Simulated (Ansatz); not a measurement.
The cell is rocksalt AgBr; cell and atoms were relaxed with r2SCAN. It is cubic, Fm-3m (No. 225); conventional cell a = 5.785 Å, 24.21 Å³ an atom. Around Ag lie 6 Br at 2.89 Å; around Br lie 6 Ag at 2.89 Å.

```
Ag Br
1.0
     0.00000    2.89273    2.89273
     2.89273    0.00000    2.89273
     2.89273    2.89273    0.00000
Ag Br
1 1
Direct
  0.00000 0.00000 0.00000
  0.50000 0.50000 0.50000
```

The questions ask for values computed with Ansatz 0.2.0 on this geometry. No magnetic order and no zero-point or thermal motion.

Q: Is there a gap with PBE, and of what kind?

A: PBE gives an indirect gap of 0.68 eV, from L to Γ; the least direct gap is 2.53 eV at Γ.

Q: Estimate the gap with PBE+SOC on 8×8×8.

A: With PBE+SOC the valence top lies at L and the conduction bottom at Γ, 0.59 eV higher; the smallest vertical gap, at Γ, is 2.35 eV. The gap differs by -0.09 eV from PBE's.

Q: How does the gap change from PBE to r2SCAN (8×8×8)?

A: The r2SCAN gap is indirect, 1.29 eV (L to Γ), below the direct gap of 3.20 eV at Γ. The gap differs by +0.61 eV from PBE's.

Only the levels marked +SOC include spin-orbit coupling.
